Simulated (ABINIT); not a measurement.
A run of ABINIT 10.8.3 (patched build) is set up as follows.

File run.py:

```python
import json, os
import numpy as np
from ase.constraints import FixSymmetry
from ase.optimize import BFGS
from ase.filters import FrechetCellFilter
from ase.units import GPa
from ase.calculators.mixing import SumCalculator
from dftd3.ase import DFTD3
from ase.calculators.abinit import Abinit, AbinitProfile
from ase import Atoms

atoms = Atoms(['Hf', 'Hf'],
              cell=[[3.1967, 0.0, 0.0], [-1.59835, 2.7684234083, 0.0], [0.0, 0.0, 5.0578]],
              scaled_positions=[[0.6666666667, 0.3333333333, 0.75], [0.3333333333, 0.6666666667, 0.25]],
              pbc=True)

profile = AbinitProfile(command='abinit', pp_paths=[os.path.abspath('pseudos')])
params = dict(
    pps='pawxml', xc='PBE',
    chksymtnons=0,
    tolsym=1e-05,
    ecut=517.0163,
    pawecutdg=1034.0327,
    pawxcdev=0,
    kptopt=1,
    ngkpt=[10, 10, 5],
    nshiftk=1,
    shiftk=[0.0, 0.0, 0.0],
    ixc=11,
    nband=16,
    occopt=3,
    tsmear=0.05,
    nstep=100,
    tolvrs=1e-09,
    prtwf=0,
    prtden=0,
    ecutsm=0.5,
)

atoms.calc = SumCalculator([Abinit(profile=profile, directory='run', **params), DFTD3(method='pbe', damping='d3zero')])
atoms.set_constraint(FixSymmetry(atoms, symprec=1e-4))
opt = BFGS(FrechetCellFilter(atoms), trajectory='opt.traj')
converged = opt.run(fmax=0.02, steps=30)
print('converged', converged)
print('cell (A)', np.round(atoms.cell[:], 5).tolist())
energy = atoms.get_potential_energy()
forces = atoms.get_forces()
stress = atoms.get_stress()
print(f'energy {energy:.6f} eV')
print('forces (eV/A)')
print(np.round(forces, 5))
print('stress (GPa, Voigt, tension positive)', np.round(stress / GPa, 4))
json.dump(dict(energy=energy, forces=forces.tolist(), stress=stress.tolist(), cell=atoms.cell.tolist(), frac=atoms.get_scaled_positions(wrap=False).tolist()), open('results.json', 'w'))
```

Potentials or basis: JTH PAW PBE v2.0.

Launch:

```bash
$ python run.py
```

(1) Estimate the relaxed cell.

(2) Predict the band gap on the k mesh.

(3) Predict the relaxed volume.

(4) What does it give for the space group after relaxing (to 0.05 Å)?

Results:

(1) a = 3.169 Å, b = 3.169 Å, c = 5.008 Å, α = 90.00°, β = 90.00°, γ = 120.00°.

(2) none (metal or under the smearing width).

(3) 21.78 Å³/atom.

(4) P6_3/mmc (No. 194).

Caveat: the log and the count of SCF iterations are those of the last ABINIT call alone; pairwise dispersion overbinds metals, which lowers pressure and volume.
